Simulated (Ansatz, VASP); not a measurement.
**Two plane-wave programs on MgO**

```
Mg O
1.0
     3.41910    0.00000    0.00000
    -1.70955    2.96103    0.00000
     0.00000    0.00000    5.42090
Mg O
2 2
Direct
  0.33333 0.66667 0.00366
  0.66667 0.33333 0.50366
  0.33333 0.66667 0.40094
  0.66667 0.33333 0.90094
```

Alike in both runs: task single point; functional PBEsol; k mesh 9 × 9 × 6; occupations gaussian, width 0.05 eV; no spin polarisation.

```csv
,VASP,Ansatz
version,VASP 6.6.1,Ansatz 0.2.0
potentials or method,"VASP PAW PBE potentials, release 64 (Mg, O)","scalar-relativistic, plane waves, PAW"
plane-wave cutoff (eV),520,520
valence electrons in the cell,16,32
```

```tsv
	VASP	Ansatz	Ansatz less VASP
gap on the k mesh at the Fermi level (eV)	2.68	2.69	+0.008
least direct gap on the mesh (eV)	2.68	2.69	+0.008
pressure (GPa)	-13.0	-12.6	+0.41
largest component of the traceless stress (GPa)	1.74	1.76	+0.019
rms of the force components (eV/Å)	0.147	0.145	-0.0013
```

Atom by atom the forces differ by 0.001 eV/Å (rms over components). The functional is the same, so the differences come from potentials, cutoffs and numerics. The two sets of potentials don't hold the same shells in valence. Ansatz warned: «pseudo_functional_mismatch».

Caveats: the PAW data sets were made with another functional, which shifts forces and pressure a little (VASP); an odd mesh through Γ misses points on the zone boundary, where band edges often lie. Expect the measured gap to be larger: semilocal functionals such as PBEsol lack the derivative discontinuity.
